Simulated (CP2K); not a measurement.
Crystal: As.

```
As
1.0
     4.13100    0.00000    0.00000
     2.41839    3.34911    0.00000
     2.41839    1.23667    3.11243
As
2
Direct
  0.22600 0.22600 0.22600
  0.77400 0.77400 0.77400
```

Base run:

```yaml
Program: CP2K 2026.2
Functional: rev-vdW-DF2
Potentials_or_basis: POTENTIAL_UZH As GTH-PBE-q5; TZVP-MOLOPT-PBE-GTH basis
Density_cutoff: 9184 eV
k_mesh: 9 × 9 × 9
Occupations: fermi-dirac, width 0.05 eV
Spin: no spin polarisation
```

Its results: band gap on the k mesh none (metal or under the smearing width); pressure 4.8 GPa; largest force 0.616 eV/Å.

Task: After a change of settings the same cell gave: band gap on the k mesh none (metal or under the smearing width); pressure 3.5 GPa; largest force 0.313 eV/Å. Which change was it?
A. functional from rev-vdW-DF2 to OLYP
B. functional from rev-vdW-DF2 to PBEsol
C. functional from rev-vdW-DF2 to M06-L
D. functional from rev-vdW-DF2 to LDA

Result: A.

Caveats: the potentials were made for another functional, which shifts forces and pressure; the basis of atomic orbitals isn't converged, which shifts pressures, moduli and gaps.

Runs at the PBE level aren't shown here.
